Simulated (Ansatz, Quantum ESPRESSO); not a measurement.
# 2H-MoTe2, 2 layers, AA' stacking: the dipole at a withheld member of a series

How the rows were computed: Quantum ESPRESSO 7.5, PBE, GBRV ultrasoft. Cell and atoms are relaxed without a field with a D3(BJ) correction and then held. Sawtooth field with dipole correction, 17 Å of vacuum in the starting cell, Fermi-Dirac smearing of 0.002 Ry; bands along a path at each field. The series steps the field along the normal.

```
field along the normal  dipole (e Å)
                 0 V/Å        −0.000
              0.05 V/Å         0.038
               0.1 V/Å         0.075
               0.2 V/Å         0.150
               0.3 V/Å         0.226
```

To predict: What is the dipole at 0.4 V/Å?

**Fit.** The rows at 0.2 V/Å and 0.3 V/Å give a slope of (0.226 − (0.150))/(0.3 − (0.2)) = 0.76, so a straight line gives 0.302 e Å. A parabola through these and the row at 0.1 V/Å gives 0.303 e Å.

What the calculation gave: 0.301 e Å. The line misses by +0.001 and the parabola by +0.002 e Å. Both misses are under 5 % of the step from the nearer row.

**Limits.** Ions are held; semilocal gaps are too small; in strong fields empty levels can belong to the vacuum; one stacking. Members without a usable value, or on the other side of zero field or charge, are not listed.

[Logs are printed without paths, hosts, clocks, repeated set-up lines and the standing remarks that a program may print on its own settings, such as how far it seeks lower states.]
